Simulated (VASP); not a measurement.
## InP: electric field gradients with PBEsol

**The experiment to reproduce.**

A printed reference work, data compilation reports, for a bulk crystal of InP at 1.6 K: band gap 1.4236 eV (direct).

InP:

```xyz
2
Lattice="0.0000 2.9305 2.9305 2.9305 0.0000 2.9305 2.9305 2.9305 0.0000" Properties=species:S:1:pos:R:3 pbc="T T T"
In    0.0000    0.0000    0.0000
P     4.3957    4.3957    4.3957
```

```
Program                : VASP 6.6.1
Task                   : electric field gradients
Functional             : PBEsol
Potentials or basis    : VASP PAW PBE potentials, release 64 (In_d, P)
Cutoff                 : 520 eV
k mesh                 : 12 × 12 × 12
Occupations            : fermi-dirac, width 0.05 eV
Spin                   : no spin polarisation
Dipole correction      : no
Further INCAR settings : ALGO = Normal; EDIFF = 1e-08; NBANDS = 16
```

```yaml
Pressure: 0.6 GPa
Band_gap_on_the_k_mesh: 0.62 eV, direct
```

Levels at points of the mesh, in eV from the valence-band top:
| k point | band 6 | band 7 | band 8 | band 9 | band 10 | band 11 | band 12 | band 13 |
| --- | --- | --- | --- | --- | --- | --- | --- | --- |
| (0.00, 0.00, 0.00) | -11.55 | 0.00 | 0.00 | 0.00 | 0.62 | 4.02 | 4.02 | 4.02 |
| (0.50, 0.00, 0.00) | -9.80 | -5.80 | -0.99 | -0.99 | 1.40 | 4.74 | 4.74 | 6.95 |
| (0.50, 0.50, 0.00) | -9.13 | -5.82 | -2.35 | -2.35 | 1.63 | 2.17 | 9.09 | 9.53 |

It took 35 s on 1 thread of Intel(R) Xeon(R) Platinum 8375C CPU @ 2.90GHz (Ice Lake) (shared host), peak memory 0.21 GiB.

Measured gap of InP: 1.4236 eV (direct; 1.6 K; a printed reference work, data compilation). This calculation gives 0.62 eV (-0.81 eV). Spin-orbit coupling on In is left out. The value is that of PBEsol, without temperature or zero-point motion. Semilocal functionals fall short of measured gaps as a rule.

Caveat: without QUAD_EFG the Cq values of the log hold for a quadrupole moment of 1 mb, not for the nuclei; the PAW data sets were made with another functional, which shifts forces and pressure a little; spin-orbit coupling is left out, which moves the levels of the heavy elements.
